**Question: why does the conduction band of layered SnO₂ disperse across the layers at Γ but hardly at all at the zone edge?**

I am looking at the band structure of SnO₂ in a layered form, in which each sheet has tin in the middle and oxygen on both faces.

Kohn-Sham levels of SnO₂ (P-3m1, 3 atoms per cell) along Γ–M–K–Γ–A–L–H–A, L–M and H–K, from Ansatz 0.2.0 with PBE+D3(BJ), scalar-relativistic and not spin-polarised, PAW, plane-wave cutoff 420 eV, 12×12×6 k mesh, Gaussian smearing 0.02 eV. Levels b1 to b3 are filled, numbered downwards from the gap; a1 and a2 are empty, numbered upwards.

| row | band distance (1/Å) | level b3 from the Fermi level (eV) | level b2 from the Fermi level (eV) | level b1 from the Fermi level (eV) | level a1 from the Fermi level (eV) | level a2 from the Fermi level (eV) |
| --- | --- | --- | --- | --- | --- | --- |
| 1 | 0.000 | -1.910 | -1.910 | -0.994 | 0.937 | 4.895 |
| 2 | 0.483 | -2.632 | -1.560 | -0.957 | 2.938 | 6.312 |
| 3 | 0.967 | -2.702 | -1.429 | -1.244 | 4.372 | 6.492 |
| 4 | 1.314 | -2.697 | -1.590 | -1.304 | 4.564 | 6.858 |
| 5 | 1.593 | -3.198 | -1.779 | -1.429 | 5.018 | 8.215 |
| 6 | 1.965 | -3.238 | -1.840 | -1.387 | 5.033 | 8.443 |
| 7 | 2.523 | -2.109 | -2.042 | -0.969 | 3.361 | 6.860 |
| 8 | 3.081 | -1.910 | -1.910 | -0.994 | 0.937 | 4.895 |
| 9 | 3.374 | -1.875 | -1.875 | -1.612 | 1.587 | 4.817 |
| 10 | 3.667 | -2.329 | -1.830 | -1.830 | 2.358 | 4.610 |
| 11 | 4.087 | -2.209 | -1.719 | -1.685 | 2.991 | 5.186 |
| 12 | 4.571 | -2.018 | -1.636 | -1.453 | 4.153 | 6.056 |
| 13 | 4.986 | -2.173 | -1.542 | -1.306 | 4.335 | 6.151 |
| 14 | 5.265 | -3.191 | -1.195 | -1.076 | 4.870 | 7.138 |
| 15 | 5.544 | -3.927 | -1.027 | -1.027 | 5.222 | 8.063 |
| 16 | 6.102 | -2.624 | -1.411 | -1.355 | 4.277 | 6.637 |
| 17 | 6.660 | -2.320 | -1.771 | -1.738 | 2.637 | 4.811 |
| 18 | 6.993 | -2.128 | -1.606 | -1.292 | 4.294 | 6.110 |
| 19 | 7.286 | -2.518 | -1.479 | -1.248 | 4.364 | 6.365 |
| 20 | 7.530 | -3.927 | -1.027 | -1.027 | 5.222 | 8.063 |
| 21 | 7.823 | -3.759 | -1.242 | -1.242 | 5.187 | 8.392 |
| 22 | 8.116 | -3.522 | -1.581 | -1.581 | 5.136 | 9.132 |

Level a1 is the lowest empty level. From Γ (row 8) towards A (row 10) it climbs from 0.937 to 2.358 eV. I took this as the sign of a coupling between neighbouring layers, and assumed that every other line parallel to the stacking axis would show the same rise. But between L and M (rows 18 and 19) the level barely moves, and between H and K (rows 20 to 22) it is nearly flat too.

The highest filled level, b1, puzzles me as well. It falls quickly from row 8 to row 9 and then much more slowly to row 10. Are these numerical accidents, or does the coupling between the layers really depend on where I am in the zone?

**Answer**

The coupling really does depend on where you are, and the flat rows are physics. The bend in b1 has a different and more harmless origin, so I take it last. Your assumption is a good place to start, because it can be turned into a formula and the breaks can then be measured against it.

**The simple pattern and its breaks**

Let $k_z$ be the wave vector along the stacking axis and $c$ the distance from one layer to the next. From layer to layer the wave changes its phase by $k_zc$, which is zero at Γ and 180° at A. If each layer is coupled to the next by one fixed strength $s$, the level follows a cosine:

$$E = E_0 - s\cos(k_zc).$$

Here $E_0$ may depend on the in-plane wave vector, but $s$ does not. Row 10 lies six sevenths of the way to A, where the cosine is −0.901. Rows 8 and 10 therefore fix the strength at $s = 1.421/1.901 = 0.7475$ eV.

Row 9 played no part in fixing $s$, and it tests the shape of the curve. The cosine gives a rise of 0.58 eV from row 8 to row 9, and the calculation gives 0.65 eV. Near Γ, then, the simple picture is sound.

At the zone edge it collapses. From row 19 to row 18, going towards L, a fixed coupling calls for a rise of 0.91 eV, but the level falls by 0.07 eV. From row 22 to row 20, going towards H, it calls for 1.42 eV and the level rises by only 0.09 eV. (The path jumps between rows 17 and 18 and again between rows 19 and 20, so those steps say nothing about dispersion.)

A change of band is not the reason. In every row the next empty level, a2, lies at least 1.8 eV above a1, so we are following one well-separated band throughout. Its make-up can still change smoothly along the way, and with it how strongly the band feels the neighbouring layer.

**Why the level rises at Γ**

In a compound of tetravalent tin, the lowest empty band is built mainly from the empty tin 5s orbital, mixed out of phase with oxygen orbitals. That is standard chemistry rather than something the table displays. The oxygen part matters here, because oxygen atoms line both sides of the gap between two layers.

At Γ all layers carry the same sign, and the oxygen parts that face each other across the gap are in phase. At A the sign alternates from layer to layer, which puts a node in the middle of the gap. A node costs energy, so the level is higher at A.

**Why the rise disappears at the edge**

Follow an electron from a tin atom to one in the next layer. A natural route has three steps: from tin to an oxygen on the upper face, across the gap to an oxygen of the next layer, and from there to tin. In this crystal none of the steps goes straight up. Each one also moves sideways, and each has three equivalent target atoms to choose from.

The waves that arrive by these three choices add up with different phases. Their sum is

$$f = e^{i\varphi_1}+e^{i\varphi_2}+e^{i\varphi_3},$$

where each phase $\varphi$ is the in-plane wave vector times one of the three sideways shifts. At Γ all phases are zero and $f = 3$, so the three choices reinforce each other. At K the phases are 0°, 120° and −120°, and the sum is zero.

Graphene shows the same sum in its simplest form. There, each carbon atom has three neighbours, $f$ vanishes at K, and the two π bands touch. The likeness ends with the sum: graphene needs one step between two equal atoms, whereas here three steps in a row lead from tin through two oxygen atoms to tin, and what vanishes is a coupling between layers.

The three steps of our route have the same set of sideways shifts, because the stacking runs through the three sites of the triangular lattice in turn. Each step therefore contributes one factor $f$, and the whole route is proportional to $f^3$. Scaled to its value at Γ, the coupling becomes

$$s \;\rightarrow\; s\,w, \qquad w = \frac{\mathrm{Re}\,f^3}{27}.$$

This form holds on the vertical lines through Γ, M and K, and for comparing the planes $k_zc = 0$ and 180°, which is all we need. The weight $w$ is 1 at Γ and 0 at K. At M the phases are 60°, 60° and −120°, so that $f^3 = -1$ and $w$ is only −1/27.

This matches the flat rows without another fitted constant, although the table gives no orbital characters that would show the route directly. Along H–K this route is closed, and along L–M it is almost closed. At K the closure is a matter of symmetry: on the threefold axis, the tin s orbital cannot mix with the s orbitals of oxygen or with its p orbitals that point along the axis. It can still mix with oxygen p orbitals lying in the layer, and each tin atom sits directly above the tin atom of the next layer, so side routes stay open. The small rise from row 22 to row 20 shows that together they do little for a1. PBE makes the band gap too small, but a better functional would not reopen the route that symmetry closes.

**An estimate between the extremes**

Row 11 is a fairer test than the edge, because there the coupling should be weakened but not lost. It lies two sevenths of the way from A to L. The three phases are 17.1°, 17.1° and −34.3°, which give $f \approx 2.737$ with a negligible imaginary part. Hence

$$w = \frac{2.737^3}{27} = 0.76, \qquad 2sw = 2\times0.7475\times0.76 = 1.14\ \text{eV}.$$

The factor 2 appears because the cosine runs from 1 to −1 between the two planes.

The same calculation puts the level at 2.063 eV for the same in-plane wave vector at $k_z = 0$. Row 11 has 2.991 eV, so the computed rise is 0.93 eV. A fixed coupling would give 1.50 eV. The interference picture gets about two thirds of the reduction and still comes out about 0.2 eV too high.

Further out, in row 12, it is again about 0.2 eV too high: it leaves a rise of 0.17 eV where the calculation has practically none. Two reasons are likely. As the in-plane wave vector grows, a1 climbs away from the filled oxygen levels, which weakens the route, while the model keeps the energy distances fixed. Oxygen p orbitals lying in the layer also begin to take part, and the factor $f$ leaves them out. I have not tested either reason. The model is thus good enough to tell where the layers talk to each other, but not to predict small shifts. For that reason I would not lean on the slight fall towards L, although the model has the right sign there.

**The bend in b1**

The filled levels are sorted by energy, so a column does not always follow the same state. In row 8, b1 is a single level, while b2 and b3 coincide as a pair. In row 10 it is b1 and b2 that coincide. Somewhere between rows 9 and 10 the single level has dropped through the pair, and the column b1 has switched from one to the other.

The column falls by 0.84 eV between rows 8 and 10. The single level itself falls by at least 1.335 eV, since in row 10 it can lie no higher than b3. (The same calculation has a second pair at −2.288 eV at Γ, so b3 in row 10 may be either that pair or the single level.) A cosine drawn through rows 8 and 9 would take it to about −2.5 eV, whereas b1 stands at −1.830 eV. The break is therefore in the labelling, and the state itself carries on downwards.

Symmetry also suggests why the two kinds of level behave so differently. The pair belongs to oxygen p orbitals lying in the layer. Along this line their net coupling across the gap is weak, and the pair moves by only 0.08 eV. The single level belongs to p orbitals pointing along the stacking axis. At Γ these meet across the gap with opposite signs, and at A with equal signs, so this level goes down where a1 goes up.

**What it means in use**

These bands do not apply to ordinary rutile SnO₂. The layered form is a computed structure, and nothing in the table shows that it can be made. In it, added electrons would first settle near Γ, where a1 has its minimum. That is just where the coupling between the layers is strongest, so the sheets should not be treated as electrically separate. The flat stretches at the zone edge lie several electronvolts higher and have little bearing on ordinary conduction.

A practical rule follows for reading such band plots. Take the coupling between layers from the vertical line through the band minimum that matters, and do not carry it over to other parts of the zone. Before fitting a curve to a column, use the coinciding levels to check that it still follows the same state.
